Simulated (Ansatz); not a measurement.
Write the native input for Ansatz 0.2.0 that does the following.

```
Task                : single point
Functional          : PBE
Potentials or basis : all-electron LAPW, scalar-relativistic
Cutoff              : 311 eV (chosen from the basis error)
Basis error allowed : 0.001 eV/atom
k mesh              : 8 × 8 × 8
Occupations         : gaussian, width 0.03 eV
Spin                : no spin polarisation
```

Crystal: ZnSe (Stilleite).

```
Se Zn
1.0
     0.00000    2.83380    2.83380
     2.83380    0.00000    2.83380
     2.83380    2.83380    0.00000
Se Zn
1 1
Direct
  0.75000 0.75000 0.75000
  0.00000 0.00000 0.00000
```

These files were run (other wordings do the same):

input.yaml

```yaml
crystal:
  lattice:
    - [0.0, 2.8338, 2.8338]
    - [2.8338, 0.0, 2.8338]
    - [2.8338, 2.8338, 0.0]
  atoms:
    - { symbol: Se, position: [0.75, 0.75, 0.75] }
    - { symbol: Zn, position: [0.0, 0.0, 0.0] }
kpoints:
  mp_grid: { grid: [8, 8, 8] }
scf:
  occupations: { method: gaussian, width: 0.03 }
hamiltonian:
  xc: pbe
  pseudopotentials: { kind: all_electron, lapw: { basis_error: 0.001 } }
output:
  forces: true
  stress: true
  eigenvalues: true
```

Potentials or basis: all-electron LAPW, scalar-relativistic.

Launch:

```sh
$ ansatz run input.yaml --threads 1 --pin off --max-ram 3072MiB --backend cpu --events-out ev --progress --plain --runs-dir out
```

It gave:

```json
{
  "Pressure": "2.1 GPa",
  "Band gap on the k mesh": "1.29 eV, direct"
}
```

It took 27 s on 1 thread of Intel(R) Xeon(R) Processor @ 2.50GHz (Skylake/Cascade Lake), on a shared host, peak memory 0.32 GiB.
